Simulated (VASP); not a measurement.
Input of a VASP 6.6.1 run:

INCAR

```
SYSTEM = Re
PREC = Accurate
ENCUT = 520
EDIFF = 1E-6
ISMEAR = 0
SIGMA = 0.05
LREAL = .False.
LASPH = .True.
NELM = 100
ALGO = Fast
ISIF = 2
LWAVE = .False.
LCHARG = .False.
GGA = PE
NBANDS = 10
```

File KPOINTS:

```
Automatic mesh
0
Gamma
  8 8 8
  0 0 0
```

POSCAR

```
Re
1.0
   -1.5432869581      1.5432869581      1.5432869581
    1.5432869581     -1.5432869581      1.5432869581
    1.5432869581      1.5432869581     -1.5432869581
Re
1
Direct
    0.0000000000      0.0000000000      0.0000000000
```

Potentials or basis: VASP PAW PBE potentials, release 64 (Re).

Launch:

```sh
$ cat potpaw_PBE.64/Re/POTCAR > POTCAR
$ mpirun -np 1 vasp_std > vasp.out
```

Q: What does it give for the pressure?

A: 9.1 GPa.

Q: What does it give for the band gap on the k mesh?

A: None (metal or under the smearing width).

The run has no spin-orbit coupling, so splittings on Re are missing.
